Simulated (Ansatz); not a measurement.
LiF, DFT, LDA, all-electron LAPW, scalar-relativistic (Ansatz 0.2.0), run on 1 thread of Arm Neoverse N1 on a shared host.

The cell comes from COD entry 1010990, which wasn't checked; take it as a given geometry. The listed cell was then made from it by scaling, straining or moving an atom.

Command: `ansatz run input.yaml --threads 1 --pin off --max-ram 3072MiB --backend cpu --events-out ev --progress --plain --runs-dir out`

```yaml
crystal:
  lattice:
    - [0.04028, 2.03414, 2.03414]
    - [2.03414, 0.04028, 2.03414]
    - [2.03414, 2.03414, 0.04028]
  atoms:
    - { symbol: Li, position: [0.0, 0.0, 0.0] }
    - { symbol: F, position: [0.5, 0.5, 0.5] }
kpoints:
  mp_grid: { grid: [10, 10, 10] }
  band_path:
    path:
      - [0.0, 0.0, 0.0]
      - [0.5, 0.5, 0.5]
      - [0.2451701269, 0.5, 0.7548298731]
      - [-0.2451701269, 0.2451701269, 0.5]
      - [0.0, 0.0, 0.5]
      - [0.0, 0.0, 0.0]
      - [-0.3725850634, 0.0, 0.3725850634]
      - [0.0, 0.3725850634, 0.6274149366]
      - [0.0, 0.5, 0.5]
    npoints: 5
scf:
  occupations: { method: fermi_dirac, width: 0.03 }
hamiltonian:
  xc: lda
  pseudopotentials: { kind: all_electron, lapw: { basis_error: 0.001 } }
output:
  forces: true
  stress: true
  eigenvalues: true
```

(1) How large is the problem that the program sets up?

(2) Estimate the wall time and the peak memory.

Results:

(1) 116 irreducible k-points, 169 plane waves at Γ, 9 bands.

(2) 13 s of wall time for 6 SCF iterations, with a peak of 0.28 GiB. Times on shared machines scatter by tens of per cent.
